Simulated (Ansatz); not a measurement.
# NiO: the cost of one run

Method: DFT, PBE, plane-wave PAW, default files, scalar-relativistic, frozen cores, as far as a step names no other, in Ansatz 0.2.0.

### Step 1. The structure to begin with

It takes space group Fm-3m (No. 225, cubic). The conventional cell has a = 4.190 Å, b = 4.190 Å, c = 4.190 Å, α = 90.00°, β = 90.00°, γ = 90.00°. Ni (site symmetry m-3m) is surrounded by 6 O at 2.10 Å. O (site symmetry m-3m) is surrounded by 6 Ni at 2.10 Å.

Structure file:

```cif
data_structure
_symmetry_space_group_name_H-M 'P 1'
_symmetry_Int_Tables_number 1
_cell_length_a 2.9628
_cell_length_b 2.9628
_cell_length_c 2.9628
_cell_angle_alpha 60.000
_cell_angle_beta 60.000
_cell_angle_gamma 60.000
_cell_volume 18.39
loop_
_atom_site_label
_atom_site_type_symbol
_atom_site_fract_x
_atom_site_fract_y
_atom_site_fract_z
_atom_site_occupancy
Ni1 Ni 0.00000 0.00000 0.00000 1
O1 O 0.50000 0.50000 0.50000 1
```

The earlier run gave: no gap over 0.1 eV on the mesh, largest force 0.000 eV/Å, pressure 3.4 GPa, net moment 1.77 μB.

The printed gradients, by site:

```tsv
site	atoms	first shell	V_zz (10²¹ V/m²)	η	C_Q (MHz)	m (μB)	B_c (T)
Ni	1	6 O at 2.10 Å	0.00	–	0 (⁶¹Ni)	1.43	-7.3
O	2	6 Ni at 2.10 Å	0.00	–	0 (¹⁷O)	0.28	21.1
```

V_zz is the principal component of the electric field gradient with the largest magnitude, η = (V_xx − V_yy)/V_zz and C_Q = eQV_zz/h. Nuclear quadrupole moments: year-2017 set (Pyykkö).

B_c = (2μ₀/3) μB (ρ↑ − ρ↓) at the nucleus, 7.77 T per e/Å³, positive along the run's up direction; orbital and dipolar fields are not in it. One atom of each site is listed; partners with reversed moments have reversed fields.

### Step 2. Trying other settings (basis.ecutwfc = 200 eV, basis.xc_grid = 4)

The input, input.yaml:

```yaml
crystal:
  lattice:
    - [0.0, 2.09503, 2.09503]
    - [2.09503, 0.0, 2.09503]
    - [2.09503, 2.09503, 0.0]
  atoms:
    - { symbol: Ni, position: [0.0, 0.0, 0.0], spin: 2.0 }
    - { symbol: O, position: [0.5, 0.5, 0.5] }
magnetization:
  spin_polarized: true
kpoints:
  mp_grid: { grid: [19, 19, 19] }
scf:
  occupations: { method: fermi_dirac, width: 0.05 }
hamiltonian:
  xc: pbe
  pseudopotentials: { kind: paw, frozen_core: stored }
output:
  forces: true
  stress: true
  populations: true
  efg: { quadrupole_moments_barn: { Ni: 0.162, O: -0.02558 } }
basis:
  ecutwfc: "200 eV"
  xc_grid: 4
```

Started as:

```bash
> ansatz run input.yaml --threads 1 --pin off --max-ram 3072MiB --backend cpu --events-out ev --progress --plain --runs-dir out
```

What time and memory should one allow on 1 thread of Intel Xeon at 2.50GHz (Skylake/Cascade Lake), shared host?

About 26 s, with a peak of 0.39 GiB.
